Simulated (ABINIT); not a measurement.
The system is Sb.

```
Sb
1.0
     3.16000    0.00000    0.00000
     0.00000    3.16000    0.00000
     0.00000    0.00000    3.16000
Sb
1
Direct
  0.00000 0.00000 0.00000
```

This isn't the form of Sb at room conditions, which is rhombohedral.

Base run:

```yaml
Program: ABINIT 10.8.3 (patched build)
Functional: revPBE
Potentials_or_basis: JTH PAW PBE v2.0
Cutoff: 517 eV
k_mesh: 8 × 8 × 8
Occupations: fermi-dirac, width 0.05 eV
Spin: no spin polarisation
```

Its results: band gap on the k mesh none (metal or under the smearing width); pressure -1.6 GPa.

The run is repeated on the same cell with these changes: functional from revPBE to SCAN. What comes out?

Band gap on the k mesh none (metal or under the smearing width); pressure -4.7 GPa.

Caveats: the PAW data sets were made with another functional, which shifts forces and pressure a little.
